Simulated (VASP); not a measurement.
PbS:

```
CELL_PARAMETERS angstrom
3.63513 0.00000 0.00000
0.00000 3.63513 0.00000
0.00000 0.00000 3.63513
ATOMIC_POSITIONS crystal
Pb 0.00000 0.00000 0.00000
S 0.50000 0.50000 0.50000
```

The cell was built by a generator and needn't be a form met in nature.

Base run:

* Program: VASP 6.6.1
* Functional: r2SCAN
* Potentials or basis: VASP PAW PBE potentials, release 64 (Pb_d, S)
* Cutoff: 520 eV
* k mesh: 6 × 6 × 6
* Occupations: fermi-dirac, width 0.02 eV
* Spin: no spin polarisation

Its results: band gap on the k mesh none (metal or under the smearing width); pressure 0.0 GPa.

Problem. The run is repeated on the same cell with these changes: functional from r2SCAN to HSE06; k mesh from 6 × 6 × 6 to 4 × 4 × 4. What comes out?

Solution. Band gap on the k mesh none (metal or under the smearing width); pressure -1.8 GPa.

Several settings changed at once, so the effect can't be laid on one alone.

Caveats: some runs use coarse meshes; the PAW data sets were made with another functional, which shifts forces and pressure a little.
